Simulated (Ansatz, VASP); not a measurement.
**One calculation of InP, two programs**

File INCAR:

```
PREC = Accurate
ENCUT = 520
EDIFF = 1E-6
ISMEAR = -1
SIGMA = 0.05
LREAL = F
LASPH = T
NELM = 150
ALGO = Normal
ISIF = 2
LWAVE = F
LCHARG = F
MAGMOM = 0 0 0 0 0 0
LORBIT = 11
LSORBIT = T
GGA_COMPAT = F
LORBMOM = T
GGA = PS
NBANDS = 30
```

KPOINTS

```
regular mesh
0
Gamma
  6 6 6
```

Contents of POSCAR:

```
InP
1.0
    0.0000000000      2.9305000000      2.9305000000
    2.9305000000      0.0000000000      2.9305000000
    2.9305000000      2.9305000000      0.0000000000
In P
1 1
Direct
    0.0000000000      0.0000000000      0.0000000000
    0.7500000000      0.7500000000      0.7500000000
```

Contents of input.yaml:

```yaml
crystal:
  lattice:
    - [0.0, 2.9305, 2.9305]
    - [2.9305, 0.0, 2.9305]
    - [2.9305, 2.9305, 0.0]
  atoms:
    - { symbol: In, position: [0.0, 0.0, 0.0] }
    - { symbol: P, position: [0.75, 0.75, 0.75] }
kpoints:
  mp_grid: { grid: [6, 6, 6] }
  band_path:
    path:
      - [0.0, 0.0, 0.0]
      - [0.5, 0.0, 0.5]
      - [0.5, 0.25, 0.75]
      - [0.375, 0.375, 0.75]
      - [0.0, 0.0, 0.0]
      - [0.5, 0.5, 0.5]
      - [0.625, 0.25, 0.625]
      - [0.5, 0.25, 0.75]
    npoints: 12
scf:
  occupations: { method: fermi_dirac, width: 0.05 }
hamiltonian:
  xc: pbesol
  pseudopotentials: { kind: all_electron, lapw: { basis_error: 0.001 } }
magnetization:
  noncollinear: true
  spin_orbit: true
output:
  forces: true
  stress: true
  eigenvalues: true
```

Alike in both runs: functional PBEsol; k mesh 6 × 6 × 6; occupations fermi-dirac, width 0.05 eV; non-collinear spin, spin-orbit coupling.

```csv
,VASP,Ansatz
version,VASP 6.6.1,Ansatz 0.2.0
potentials or method,"VASP PAW PBE potentials, release 64 (In_d, P)","all-electron LAPW, relativistic spinors"
plane-wave cutoff (eV),520,see its input
task,single point,band structure
```

```tsv
	VASP	Ansatz	Ansatz less VASP
gap on the k mesh at the Fermi level (eV)	0.58	0.58	+0.001
least direct gap on the mesh (eV)	0.58	0.58	+0.001
pressure (GPa)	0.5	0.5	-0.02
net moment per atom (μB)	0.00	0.00	0.000
```

Ansatz ran all-electron here, so the differences hold the error of VASP's frozen core and of both bases.

Caveats: the PAW data sets were made with another functional, which shifts forces and pressure a little (VASP).
